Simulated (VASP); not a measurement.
# AgCl (Imm2) in VASP: a series of runs, part 2 of 2

VASP 6.6.1. Earlier steps stand in the parts before.

### Step 3. Single point, PBEsol (atom 2 (Cl) moved by (-0.450, +0.000) A along x and y)

The input, INCAR:

```
SYSTEM = AgCl
PREC = Accurate ; ENCUT = 520
EDIFF = 1E-6 ; ISMEAR = 0
SIGMA = 0.05 ; LREAL = .FALSE.
LASPH = .TRUE. ; NELM = 100
ALGO = Normal ; ISIF = 2
LWAVE = .FALSE. ; LCHARG = .TRUE.
GGA = PS ; LELF = .TRUE.
LVHAR = .TRUE. ; NBANDS = 16
```

The input, KPOINTS:

```
Automatic mesh
0
G
  8 8 8
  0 0 0
```

The input, POSCAR:

```
AgCl
1.0
    0.0000000000      2.7731500000      2.7731500000
    2.7731500000      0.0000000000      2.7731500000
    2.7731500000      2.7731500000      0.0000000000
Ag Cl
1 1
Direct
    0.5000000000      0.5000000000      0.5000000000
    0.0811351712     -0.0811351712     -0.0811351712
```

Potentials or basis: VASP PAW PBE potentials, release 64 (Ag, Cl).

On the command line:

```sh
> cat potpaw_PBE.64/Ag/POTCAR potpaw_PBE.64/Cl/POTCAR > POTCAR
> mpirun -np 1 vasp_std > vasp.out
```

OUTCAR:

```text
SYSTEM = AgCl
   PREC = Accurate
   ENCUT = 520
   EDIFF = 1E-6
   ISMEAR = 0
   LREAL = .FALSE.
   LASPH = .TRUE.
   NELM = 100
   ISIF = 2
   GGA = PS

 ion  position               nearest neighbor table
   1  0.500  0.500  0.500-   2 2.32   2 2.81   2 2.81   2 2.81   2 2.81
   2  0.081  0.919  0.919-   1 2.32   1 2.81   1 2.81   1 2.81   1 2.81

  LATTYP: Found a face centered cubic cell.
 ALAT       =     5.5463000000

  Lattice vectors:

 A1 = (   0.0000000000,   2.7731500000,   2.7731500000)
 A2 = (   2.7731500000,   0.0000000000,   2.7731500000)
 A3 = (   2.7731500000,   2.7731500000,   0.0000000000)

Analysis of symmetry for initial positions (statically):
=====================================================================
 Subroutine PRICEL returns:
 Original cell was already a primitive cell.

 Routine SETGRP: Setting up the symmetry group for a
 face centered cubic supercell.

 Subroutine GETGRP returns: Found  8 space group operations
 (whereof  8 operations were pure point group operations)
 out of a pool of 48 trial point group operations.

The static configuration has the point symmetry C_4v.

Analysis of symmetry for dynamics (positions and initial velocities):
=====================================================================
 Subroutine PRICEL returns:
 Original cell was already a primitive cell.

 Routine SETGRP: Setting up the symmetry group for a
 face centered cubic supercell.

 Subroutine GETGRP returns: Found  8 space group operations
 (whereof  8 operations were pure point group operations)
 out of a pool of 48 trial point group operations.

The dynamic configuration has the point symmetry C_4v.

 Subroutine INISYM returns: Found  8 space group operations
 (whereof  8 operations are pure point group operations),
 and found     1 'primitive' translations

----------------------------------------------------------------------------------------

                                     Primitive cell

  volume of cell :      42.6530

  direct lattice vectors                    reciprocal lattice vectors
     0.000000000  2.773150000  2.773150000    -0.180300380  0.180300380  0.180300380
     2.773150000  0.000000000  2.773150000     0.180300380 -0.180300380  0.180300380
     2.773150000  2.773150000  0.000000000     0.180300380  0.180300380 -0.180300380

  length of vectors
     3.921826340  3.921826340  3.921826340     0.312289420  0.312289420  0.312289420

  position of ions in fractional coordinates (direct lattice)
     0.500000000  0.500000000  0.500000000
     0.081135171  0.918864829  0.918864829

  ion indices of the primitive-cell ions
   primitive index   ion index
                 1           1
                 2           2

----------------------------------------------------------------------------------------

 KPOINTS: Automatic mesh

Automatic generation of k-mesh.
 Grid dimensions read from file:
 generate k-points for:    8    8    8

 Generating k-lattice:

  Cartesian coordinates                     Fractional coordinates (reciprocal lattice)
    -0.022537548  0.022537548  0.022537548     0.125000000  0.000000000  0.000000000
     0.022537548 -0.022537548  0.022537548     0.000000000  0.125000000  0.000000000
     0.022537548  0.022537548 -0.022537548     0.000000000  0.000000000  0.125000000

  Length of vectors
     0.039036177  0.039036177  0.039036177

  Shift w.r.t. Gamma in fractional coordinates (k-lattice)
     0.000000000  0.000000000  0.000000000

 Subroutine IBZKPT returns following result:
 ===========================================

 Found     59 irreducible k-points:

 Following reciprocal coordinates:
            Coordinates               Weight
  0.000000  0.000000  0.000000      1.000000
  0.125000  0.000000  0.000000      8.000000
  0.250000  0.000000  0.000000      8.000000
  0.375000  0.000000  0.000000      8.000000
  0.500000  0.000000  0.000000      4.000000
  0.125000  0.125000  0.000000      4.000000
[... 16 lines left out ...]
  0.000000  0.375000  0.250000      8.000000
  0.500000  0.250000  0.000000     16.000000
 [... further k-points ...]
   k-points           NKPTS =     59   k-points in BZ     NKDIM =     59   number of bands    NBANDS=     16
   number of dos      NEDOS =    301   number of ions     NIONS =      2
   total plane-waves  NPLWV =  27000
   dimension x,y,z NGX =    30 NGY =   30 NGZ =   30
   dimension x,y,z NGXF=    60 NGYF=   60 NGZF=   60
   ions per type =               1   1
   NGX,Y,Z   is equivalent  to a cutoff of  12.72, 12.72, 12.72 a.u.
   NGXF,Y,Z  is equivalent  to a cutoff of  25.43, 25.43, 25.43 a.u.
 SYSTEM =  AgCl
   PREC   = accura    normal or accurate (medium, high low for compatibility)
   ISTART =      0    job   : 0-new  1-cont  2-samecut
   ICHARG =      2    charge: 1-file 2-atom 10-const
   ISPIN  =      1    spin polarized calculation?
   LNONCOLLINEAR =      F non collinear calculations
   LSORBIT =      F    spin-orbit coupling
   LASPH  =      T    aspherical Exc in radial PAW
   ENCUT  =  520.0 eV  38.22 Ry    6.18 a.u.   7.29  7.29  7.29*2*pi/ulx,y,z
   NELM   =    100;   NELMIN=  2; NELMDL= -5     # of ELM steps
   EDIFF  = 0.1E-05   stopping-criterion for ELM
   LREAL  =      F    real-space projection
   EDIFFG = 0.1E-04   stopping-criterion for IOM
   NSW    =      0    number of steps for IOM
   IBRION =     -1    ionic relax: 0-MD 1-quasi-New 2-CG
   NFREE  =      0    steps in history (QN), initial steepest desc. (CG)
   ISIF   =      2    stress and relaxation
   ISYM   =      2    0-nonsym 1-usesym 2-fastsym
   POTIM  = 0.5000    time-step for ionic-motion
   TEBEG  =    0.0;   TEEND  =   0.0 temperature during run
   PSTRESS=    0.0 pullay stress
   NELECT =      18.0000    total number of electrons
   NUPDOWN=      -1.0000    fix difference up-down
   EMIN   =  10.00;   EMAX   =-10.00  energy-range for DOS
   EFERMI =   0.00;   METHOD = LEGACY
   ISMEAR =     0;   SIGMA  =   0.05  broadening in eV -4-tet -1-fermi 0-gaus
   EFERMI_NEDOS =   21; number of points for ismear=-14 and -15
   IALGO  =     38    algorithm
   IMIX   =      4    mixing-type and parameters
     AMIX     =   0.40;   BMIX     =  1.00
     AMIX_MAG =   1.60;   BMIX_MAG =  1.00
  volume/ion in A,a.u.               =      21.33       143.92
  Fermi-wavevector in a.u.,A,eV,Ry     =   1.227955  2.320498 20.515850  1.507872
  Thomas-Fermi vector in A             =   2.362898
   LORBIT       =      0    0 simple, 1 ext, 2 COOP (PROOUT), +10 PAW based schemes
   GGA     = PS    functional components
   LHFCALC =     F    Hartree Fock is set to
   AEXX    =    0.0000 exact exchange contribution
   IVDW    =     0    specifies the selected vdW correction
   LEPSILON=     F    determine dielectric tensor
   LRPA    =     F    only Hartree local field effects (RPA)
 non-spin polarized calculation
 Gauss-broadening in eV      SIGMA  =   0.05
  energy-cutoff  :      520.00
  volume of cell :       42.65
 maximum number of plane-waves:      1174
 NGX is ok and might be reduce to    30
   NGX = 15   NGY = 15   NGZ = 15

 number of electron      18.0000005 magnetization

 Free energy of the ion-electron system (eV)
  ---------------------------------------------------
  ext. energy  EPLUGINS =         0.00000000
  ---------------------------------------------------
  free energy    TOTEN  =        -5.86726311 eV

  energy without entropy =       -5.86726311  energy(sigma->0) =       -5.86726311

 E-fermi :   3.7881     XC(G=0): -10.1770

 val. band max:        3.5702552654   @ k =   0.5000   0.0000   0.0000
 cond. band min:       4.5666727812   @ k =   0.0000   0.0000   0.0000
 fundamental gap:      0.9964175159
 Fermi energy:         3.7880917777

 k-point     1 :       0.0000    0.0000    0.0000
  band No.  band energies     occupation
      1     -11.5604      2.00000
      2      -0.4622      2.00000
      3       0.2936      2.00000
      4       0.2936      2.00000
      5       1.2230      2.00000
      6       1.2672      2.00000
[... 8 lines left out ...]
     15      16.4872      0.00000
     16      17.3306      0.00000
[... 419 lines left out ...]
 k-point    24 :       0.5000    0.2500    0.0000
  band No.  band energies     occupation
      1     -11.1236      2.00000
      2      -1.1739      2.00000
      3      -0.6848      2.00000
      4      -0.3170      2.00000
      5       1.2966      2.00000
      6       1.5269      2.00000
[... 8 lines left out ...]
     15      18.0614      0.00000
     16      18.8887      0.00000

 [... further k-points ...]

------------------------ aborting loop because EDIFF is reached ----------------------------------------

  FORCE on cell =-STRESS in cart. coord.  units (eV):
  Direction    XX          YY          ZZ          XY          YZ          ZX
  --------------------------------------------------------------------------------------
  -------------------------------------------------------------------------------------
  Total        2.3970061     -0.6344031     -0.6344031      0.0000000      0.0000000      0.0000000
  in kB       90.0387899    -23.8300983    -23.8300983      0.0000000      0.0000000      0.0000000
  external PRESSURE =      14.1261978 kB  Pullay stress =       0.0000000 kB

 VOLUME and BASIS-vectors are now :
 -----------------------------------------------------------------------------
  energy-cutoff  :      520.00
  volume of cell :       42.65
      direct lattice vectors                 reciprocal lattice vectors
     0.000000000  2.773150000  2.773150000    -0.180300380  0.180300380  0.180300380
     2.773150000  0.000000000  2.773150000     0.180300380 -0.180300380  0.180300380
     2.773150000  2.773150000  0.000000000     0.180300380  0.180300380 -0.180300380

 POSITION                                       TOTAL-FORCE (eV/Angst)
 -----------------------------------------------------------------------------------
      2.77315      2.77315      2.77315        -1.235430      0.000000      0.000000
      5.09630      2.77315      2.77315         1.235430      0.000000      0.000000
 -----------------------------------------------------------------------------------
    total drift:                               -0.000443      0.000000      0.000000

  FREE ENERGIE OF THE ION-ELECTRON SYSTEM (eV)
  ---------------------------------------------------
  free  energy   TOTEN  =        -5.8672631118 eV

  energy  without entropy=       -5.8672631118  energy(sigma->0) =       -5.86726311
```

stdout:

```text
POSCAR found type information on POSCAR AgCl
 POSCAR found :  2 types and       2 ions
 scaLAPACK will be used
 -----------------------------------------------------------------------------
|                                                                             |
|                                                                             |
|     You enforced a specific xc type in the INCAR file but a different       |
|     I HOPE YOU KNOW WHAT YOU ARE DOING!                                     |
|                                                                             |
 -----------------------------------------------------------------------------

 LDA part: xc-table for (Slater+PW92), standard interpolation
 POSCAR, INCAR and KPOINTS ok, starting setup
 FFT: planning ... GRIDC
 FFT: planning ... GRID_SOFT
 FFT: planning ... GRID
 WAVECAR not read
 entering main loop
```

Run time: 42 s. Hardware: 1 thread of AMD EPYC 7R13 (Zen 3), shared host; peak memory 0.16 GiB.

What came out:

| Quantity | Value |
| --- | --- |
| Free energy | -5.8673 eV |
| Pressure | 1.4 GPa |
| Largest force | 1.235 eV/Å |
| Band gap on the k mesh | 1.00 eV, indirect (least direct gap 1.65 eV) |

Forces on the atoms (eV/Å):
```
Ag  -1.235  0.000  0.000
Cl   1.235  0.000  0.000
```

Caveat: the PAW data sets were made with another functional, which shifts forces and pressure a little. A k mesh can miss the band edges.
